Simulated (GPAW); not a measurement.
Runs of GPAW 26.7.0 on Si2Ni. It takes space group Fm-3m (No. 225, cubic). The conventional cell has a = 5.406 Å, b = 5.406 Å, c = 5.406 Å, α = 90.00°, β = 90.00°, γ = 90.00°. Ni (site symmetry m-3m) is surrounded by 8 Si at 2.34 Å. Si (site symmetry -43m) is surrounded by 4 Ni at 2.34 Å. 

| task | level | potentials or basis | cell | smearing | eigensolver | optimizer | fmax | max steps | target pressure | gap on the mesh (eV) | pressure (GPa) | moment (μB) |
| --- | --- | --- | --- | --- | --- | --- | --- | --- | --- | --- | --- | --- |
| single point | PBE | GPAW PAW data sets (gpaw-data 1.2.1), pw | as given | gaussian 0.012 eV | - | - | - | - | - | none | 5.3 | 0.00 |
| relaxation of cell and atoms | BLYP | PAW data sets generated in the run's folder for this functional, pw | relaxed to 5 GPa | fermi-dirac 0.05 eV | davidson | BFGS | 0.01 eV/Å | 40 | 5 GPa | none | 5.0 | 0.00 |
| band structure | BLYP | PAW data sets generated in the run's folder for this functional, pw | as given | fermi-dirac 0.05 eV | davidson | - | - | - | - | - | (a) | 0.00 |
| relaxation of cell and atoms | revPBE | the program's PAW data sets (release 1.2.1) made for this functional, pw | relaxed | fermi-dirac 0.05 eV | - | BFGS | 0.01 eV/Å | 100 | - | none | 0.0 | 0.00 |

Alike in all rows: spin collinear, ferromagnetic start; k mesh 9 × 9 × 9; cutoff (eV) 600.

**Question.** Estimate the missing entries.

**Answer.** (a) 11.6.

Caveats: the stock nickel data set gives pressures a few GPa off other programs; each step starts from the last one's moments, so a moment once lost doesn't come back (some runs); later steps reuse the first step's grids (some runs).

A gap of «none» marks a metal or a gap under the smearing width.
